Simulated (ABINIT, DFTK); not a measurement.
This is a calculation of FeO for ABINIT 10.8.3 (patched build). 

The input run.abi:

```
# Pseudopotentials
pp_dirpath "./"
pseudos "Fe.GGA_PBE-JTH.xml, O.GGA_PBE-JTH.xml"

# Structure
structure "poscar:POSCAR"
natom 2

# Plane-wave basis
ecut 26.0
pawecutdg 48.0
pawxcdev 0

# k points
kptopt 1
ngkpt 11 11 11
nshiftk 1
shiftk 0.0 0.0 0.0

# Exchange and correlation
ixc 11

# Bands and occupations
nband 16
occopt 3
tsmear 0.05 eV

# Spin
nsppol 2
spinat
     0.0000000000     0.0000000000     4.0000000000
     0.0000000000     0.0000000000     0.0000000000

# SCF cycle
nstep 100
tolvrs 1.0e-9

# Output
iomode 3
prtwf 0
prtden 0
prteig 0
prtebands 0
```

Contents of POSCAR:

```
FeO
1.0
    0.0000000000      2.1554001600      2.1554001600
    2.1554001600      0.0000000000      2.1554001600
    2.1554001600      2.1554001600      0.0000000000
Fe O
1 1
Direct
    0.0000000000      0.0000000000      0.0000000000  Fe
    0.5000000000      0.5000000000      0.5000000000  O
```

Potentials or basis: JTH PAW PBE v2.0.

Command:

```console
$ abinit run.abi > log 2>&1
```

Task: Set up the same calculation for DFTK 0.8.2. Potentials or basis there: PseudoDojo SR PBE 0.4.1 standard (PBE), cutoff 1225 eV.

Result: As run (cutoffs and basis follow the program's own potentials, and thresholds, step limits or extra output files can differ):

Contents of run.jl:

```julia
using DFTK
using PseudoPotentialData
using Unitful, UnitfulAtomic
using LinearAlgebra, Printf
include("save.jl")
disable_threading()

# lattice vectors are the columns
lattice = austrip(1u"Å") * [           0.0     2.15540016     2.15540016;
               2.15540016            0.0     2.15540016;
               2.15540016     2.15540016            0.0]
symbols   = [:Fe, :O]
positions = [[0.0, 0.0, 0.0],
             [0.5, 0.5, 0.5]]
pseudopotentials = PseudoFamily("dojo.nc.sr.pbe.v0_4_1.standard.upf")
elements = Dict(s => ElementPsp(s, pseudopotentials) for s in unique(symbols))
atoms    = [elements[s] for s in symbols]
magnetic_moments = [3.0, 0.0]

build_model(lattice, positions; symmetries=true) =
    model_DFT(lattice, atoms, positions;
              functionals=PBE(),
              magnetic_moments,
              spin_polarization=:collinear,
              temperature=austrip(0.05u"eV"),
              smearing=Smearing.FermiDirac(),
              symmetries)
Ecut  = 45.0  # hartree
kgrid = [11, 11, 11]
tol   = 1e-6
to_GPa = ustrip(uconvert(u"GPa", 1u"hartree/bohr^3"))

model = build_model(lattice, positions)
basis = PlaneWaveBasis(model; Ecut, kgrid)
display(basis)
scfres = self_consistent_field(basis;
                               tol,
                               ρ=guess_density(basis, magnetic_moments),
                               nbandsalg=AdaptiveBands(model; n_bands_converge=17))
display(scfres.energies)
@printf "Fermi level: %.6f eV\n" ustrip(auconvert(u"eV", something(scfres.εF, NaN)))
forces = compute_forces_cart(scfres)
println("Forces (eV/Å)")
for (s, f) in zip(symbols, forces)
    @printf "%-3s %12.6f %12.6f %12.6f\n" s ustrip.(auconvert.(u"eV/Å", f))...
end
stress = compute_stresses_cart(scfres)
println("Stress (GPa)")
display(round.(stress * to_GPa; digits=4))
@printf "Total moment: %.4f μB\n" sum(spin_density(scfres.ρ)) * scfres.basis.dvol
println("Levels at the first k-point (eV): ", round.(ustrip.(auconvert.(u"eV", scfres.eigenvalues[1][1:scfres.n_bands_converge])); digits=4))
save_scf!(scfres; forces, stress)
```

Potentials or basis: dojo.nc.sr.pbe.v0_4_1.standard.upf (PBE).

Command:

```console
$ julia --threads=1 run.jl  # save.jl only writes the numbers to a file and isn't shown; printed stress counts tension as positive; times include loading and compiling
```

Both were run:

|  | ABINIT | DFTK |
| --- | --- | --- |
| Pressure | -0.8 GPa | -1.0 GPa |
| Net moment | 4.00 μB per cell | 4.00 μB per cell |

The magnetic state is the one that the start led to; the real crystal's order can differ.

Pressure is positive in compression.
